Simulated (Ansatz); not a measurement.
SrCl2 (fluorite), relaxed with r2SCAN in Ansatz. It is cubic, Fm-3m (No. 225); a = 6.995 Å in the conventional setting, 28.53 Å³ an atom. Around Sr lie 8 Cl at 3.03 Å; around Cl lie 4 Sr at 3.03 Å.

The axes x, y and z are those of this cell:
```yaml
crystal:
  lattice:
    - [0.00000, 3.49772, 3.49772]
    - [3.49772, 0.00000, 3.49772]
    - [3.49772, 3.49772, 0.00000]
  atoms:
    - { symbol: Sr, position: [0.00000, 0.00000, 0.00000] }
    - { symbol: Cl, position: [0.25000, 0.25000, 0.25000] }
    - { symbol: Cl, position: [0.75000, 0.75000, 0.75000] }
```

Unstrained: With PBE the valence top lies at X and the conduction bottom at Γ, 5.312 eV higher; the smallest vertical gap, at X, is 5.512 eV. r2SCAN gives an indirect gap of 5.937 eV, from X to Γ; the least direct gap is 5.994 eV at X. With HSE06 the valence top lies at X and the conduction bottom at Γ, 6.591 eV higher; the smallest vertical gap, at X, is 6.829 eV. Meshes: PBE 6×6×6, r2SCAN 6×6×6, HSE06 4×4×4. Strains are changes of length per length. After each strain the atoms were relaxed again with r2SCAN within the symmetry that the strain leaves, so tilts or polar shifts that break it weren't tested; points keep the names that they have in the unstrained zone. Spin-unpolarised throughout; all numbers are computed.

Q: Apply uniaxial -1.36 % along [111], other directions held. How far does the gap move, against the unstrained cell?

A: PBE: the gap goes from 5.312 to 5.365 eV (+0.053 eV). r2SCAN: the gap goes from 5.937 to 5.987 eV (+0.050 eV); it turns from indirect (X → Γ) to direct (X). HSE06: the gap goes from 6.591 to 6.646 eV (+0.055 eV). The r2SCAN energy rises by 0.8 meV an atom.

Q: Apply epitaxial +1.81 % in the plane normal to [111], free normal strain -2.19 %. How far does the gap move, against the unstrained cell?

A: PBE: the gap goes from 5.312 to 5.257 eV (-0.055 eV). r2SCAN: the gap goes from 5.937 to 5.885 eV (-0.052 eV). HSE06: the gap goes from 6.591 to 6.535 eV (-0.056 eV). The r2SCAN energy rises by 2.6 meV an atom.

Q: Estimate what epitaxial -4.09 % in the xy plane, free normal strain +2.43 % does to the gap.

A: PBE: the gap goes from 5.312 to 5.154 eV (-0.158 eV). r2SCAN: the gap goes from 5.937 to 5.725 eV (-0.212 eV). HSE06: the gap goes from 6.591 to 6.448 eV (-0.143 eV). The r2SCAN energy rises by 26.5 meV an atom.

The meshes of the hybrids are coarse, so their gaps aren't converged to the digits shown.
